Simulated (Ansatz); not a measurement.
Born–Oppenheimer molecular dynamics of a periodic cell of 13 atoms, Sc (host Sc, host structure P6_3/mmc, interstitial Sc). It goes on from the last frame of an earlier run, with new velocities.

These are results of DFT PBE-D3(BJ), scalar-relativistic, plane waves, PAW (Ansatz 0.2.0), not measurements. Settings: accuracy low, cutoff 420 eV, k mesh 2x1x2, fermi-dirac smearing 0.15 eV, no spin polarisation.

- ensemble: NVT, Nosé–Hoover chain
- time step: 2 fs
- steps asked: 150
- set temperature: 2100 K
- thermostat: time constant 100 fs, chain length 1
- seed: 170335

Frames 20 fs apart, positions in Å.

Velocities at 60.0 fs (Å/ps):

```
Sc 4.46 4.37 0.61
Sc -2.36 -5.98 -8.20
Sc -0.20 -1.72 -0.80
Sc 4.44 -5.98 -5.60
Sc 0.19 4.11 -0.23
Sc -3.66 -9.32 11.22
Sc -5.75 -3.23 1.76
Sc 6.97 5.20 -3.34
Sc 2.61 -2.13 -3.09
Sc 0.59 1.80 7.76
Sc -4.07 0.78 -10.07
Sc -0.53 8.91 -4.12
Sc -2.69 3.19 14.09
```

```xyz
13
Lattice="6.6176 0.0000 0.0000 -4.9632 8.5965 0.0000 0.0000 0.0000 5.2680" Properties=species:S:1:pos:R:3 time_fs=60.0 energy_less_start_eV=0.707 T=1699
Sc -0.397 2.104 1.843
Sc 2.422 2.056 2.870
Sc -1.098 5.127 1.618
Sc 0.100 3.224 4.424
Sc -3.529 7.565 2.007
Sc -1.920 7.075 4.150
Sc 2.762 1.678 0.335
Sc 4.774 0.373 3.867
Sc 2.349 4.841 1.724
Sc 3.832 4.039 4.413
Sc 0.020 8.100 1.468
Sc 1.391 5.994 4.606
Sc 0.921 0.348 -1.024
13
Lattice="6.6176 0.0000 0.0000 -4.9632 8.5965 0.0000 0.0000 0.0000 5.2680" Properties=species:S:1:pos:R:3 time_fs=80.0 energy_less_start_eV=-0.016 T=2270
Sc -0.339 2.186 1.818
Sc 2.416 1.955 2.704
Sc -1.083 5.111 1.622
Sc 0.206 3.137 4.339
Sc -3.522 7.658 1.935
Sc -1.982 6.833 4.419
Sc 2.697 1.626 0.391
Sc 4.904 0.526 3.822
Sc 2.363 4.760 1.694
Sc 3.866 4.085 4.536
Sc -0.072 8.066 1.237
Sc 1.357 6.205 4.486
Sc 0.816 0.375 -0.701
13
Lattice="6.6176 0.0000 0.0000 -4.9632 8.5965 0.0000 0.0000 0.0000 5.2680" Properties=species:S:1:pos:R:3 time_fs=100.0 energy_less_start_eV=0.655 T=1941
Sc -0.356 2.233 1.701
Sc 2.485 1.881 2.626
Sc -1.029 5.124 1.692
Sc 0.340 3.176 4.317
Sc -3.514 7.729 1.839
Sc -2.024 6.603 4.692
Sc 2.764 1.621 0.390
Sc 4.949 0.719 3.769
Sc 2.302 4.653 1.716
Sc 3.915 4.076 4.573
Sc -0.172 7.975 1.033
Sc 1.274 6.409 4.306
Sc 0.693 0.325 -0.351
13
Lattice="6.6176 0.0000 0.0000 -4.9632 8.5965 0.0000 0.0000 0.0000 5.2680" Properties=species:S:1:pos:R:3 time_fs=120.0 energy_less_start_eV=0.890 T=1889
Sc -0.445 2.256 1.531
Sc 2.570 1.816 2.686
Sc -0.956 5.133 1.853
Sc 0.504 3.346 4.328
Sc -3.500 7.705 1.873
Sc -2.074 6.491 4.856
Sc 2.942 1.654 0.284
Sc 4.922 0.893 3.659
Sc 2.191 4.585 1.747
Sc 3.953 3.959 4.524
Sc -0.264 7.892 0.955
Sc 1.158 6.514 4.082
Sc 0.625 0.280 -0.079
13
Lattice="6.6176 0.0000 0.0000 -4.9632 8.5965 0.0000 0.0000 0.0000 5.2680" Properties=species:S:1:pos:R:3 time_fs=140.0 energy_less_start_eV=0.826 T=2048
Sc -0.581 2.289 1.380
Sc 2.566 1.758 2.794
Sc -0.909 5.118 2.083
Sc 0.677 3.586 4.332
Sc -3.465 7.575 2.083
Sc -2.167 6.485 4.868
Sc 3.159 1.677 0.189
Sc 4.946 1.000 3.515
Sc 2.082 4.572 1.744
Sc 4.004 3.800 4.410
Sc -0.332 7.851 1.020
Sc 1.036 6.528 3.853
Sc 0.612 0.285 0.033
13
Lattice="6.6176 0.0000 0.0000 -4.9632 8.5965 0.0000 0.0000 0.0000 5.2680" Properties=species:S:1:pos:R:3 time_fs=160.0 energy_less_start_eV=0.697 T=2266
Sc -0.722 2.364 1.260
Sc 2.387 1.698 2.844
Sc -0.940 5.083 2.292
Sc 0.820 3.808 4.342
Sc -3.391 7.390 2.400
Sc -2.307 6.551 4.761
Sc 3.340 1.653 0.223
Sc 5.108 1.004 3.386
Sc 2.029 4.591 1.678
Sc 4.093 3.707 4.239
Sc -0.359 7.833 1.177
Sc 0.921 6.535 3.702
Sc 0.648 0.307 -0.003
13
Lattice="6.6176 0.0000 0.0000 -4.9632 8.5965 0.0000 0.0000 0.0000 5.2680" Properties=species:S:1:pos:R:3 time_fs=180.0 energy_less_start_eV=1.560 T=1833
Sc -0.811 2.498 1.151
Sc 2.077 1.625 2.841
Sc -1.057 5.044 2.365
Sc 0.924 3.938 4.380
Sc -3.285 7.240 2.657
Sc -2.441 6.645 4.678
Sc 3.435 1.581 0.346
Sc 5.353 0.937 3.325
Sc 2.058 4.623 1.567
Sc 4.188 3.698 4.028
Sc -0.349 7.785 1.343
Sc 0.812 6.602 3.696
Sc 0.726 0.307 -0.074
13
Lattice="6.6176 0.0000 0.0000 -4.9632 8.5965 0.0000 0.0000 0.0000 5.2680" Properties=species:S:1:pos:R:3 time_fs=200.0 energy_less_start_eV=1.912 T=1718
Sc -0.818 2.664 1.040
Sc 1.747 1.556 2.815
Sc -1.179 5.038 2.242
Sc 1.005 3.959 4.411
Sc -3.201 7.178 2.695
Sc -2.483 6.699 4.779
Sc 3.441 1.492 0.457
Sc 5.573 0.893 3.330
Sc 2.147 4.668 1.469
Sc 4.220 3.701 3.825
Sc -0.318 7.682 1.450
Sc 0.701 6.707 3.836
Sc 0.792 0.286 -0.048
13
Lattice="6.6176 0.0000 0.0000 -4.9632 8.5965 0.0000 0.0000 0.0000 5.2680" Properties=species:S:1:pos:R:3 time_fs=220.0 energy_less_start_eV=1.338 T=2246
Sc -0.758 2.799 0.922
Sc 1.498 1.533 2.761
Sc -1.229 5.107 1.967
Sc 1.061 3.900 4.378
Sc -3.173 7.200 2.522
Sc -2.415 6.665 5.062
Sc 3.394 1.418 0.515
Sc 5.676 0.929 3.363
Sc 2.262 4.719 1.423
Sc 4.159 3.652 3.672
Sc -0.247 7.565 1.489
Sc 0.597 6.771 4.098
Sc 0.803 0.265 0.130
13
Lattice="6.6176 0.0000 0.0000 -4.9632 8.5965 0.0000 0.0000 0.0000 5.2680" Properties=species:S:1:pos:R:3 time_fs=240.0 energy_less_start_eV=2.165 T=1879
Sc -0.682 2.853 0.803
Sc 1.411 1.587 2.712
Sc -1.179 5.211 1.643
Sc 1.079 3.797 4.257
Sc -3.204 7.274 2.356
Sc -2.310 6.564 5.300
Sc 3.345 1.375 0.520
Sc 5.601 1.020 3.408
Sc 2.351 4.751 1.418
Sc 4.043 3.558 3.573
Sc -0.088 7.516 1.532
Sc 0.528 6.749 4.407
Sc 0.732 0.267 0.374
13
Lattice="6.6176 0.0000 0.0000 -4.9632 8.5965 0.0000 0.0000 0.0000 5.2680" Properties=species:S:1:pos:R:3 time_fs=260.0 energy_less_start_eV=2.316 T=1934
Sc -0.641 2.826 0.708
Sc 1.499 1.704 2.724
Sc -1.025 5.244 1.419
Sc 1.046 3.700 4.068
Sc -3.254 7.367 2.388
Sc -2.271 6.487 5.269
Sc 3.325 1.358 0.488
Sc 5.386 1.113 3.470
Sc 2.358 4.730 1.414
Sc 3.943 3.473 3.512
Sc 0.134 7.597 1.681
Sc 0.548 6.628 4.644
Sc 0.581 0.298 0.518
13
Lattice="6.6176 0.0000 0.0000 -4.9632 8.5965 0.0000 0.0000 0.0000 5.2680" Properties=species:S:1:pos:R:3 time_fs=280.0 energy_less_start_eV=1.627 T=2577
Sc -0.664 2.750 0.662
Sc 1.691 1.790 2.779
Sc -0.809 5.179 1.405
Sc 0.938 3.680 3.882
Sc -3.266 7.434 2.597
Sc -2.351 6.494 4.997
Sc 3.317 1.341 0.444
Sc 5.140 1.157 3.528
Sc 2.290 4.663 1.374
Sc 3.909 3.480 3.478
Sc 0.309 7.747 1.959
Sc 0.700 6.453 4.722
Sc 0.423 0.355 0.475
```

Of the whole run (300 fs, mean temperature of the second half 2090 K): The conserved energy stayed within 0.25 meV per atom of its start (net change 0.21 meV per atom), so the integration is sound. A run of 0.3 ps of so small a system gives no equilibrium averages. Limits of this set-up: coarse k mesh, low accuracy level.

Time of the run: 11 min on 1 thread of Arm Neoverse V2 (shared host), peak memory 0.59 GiB.
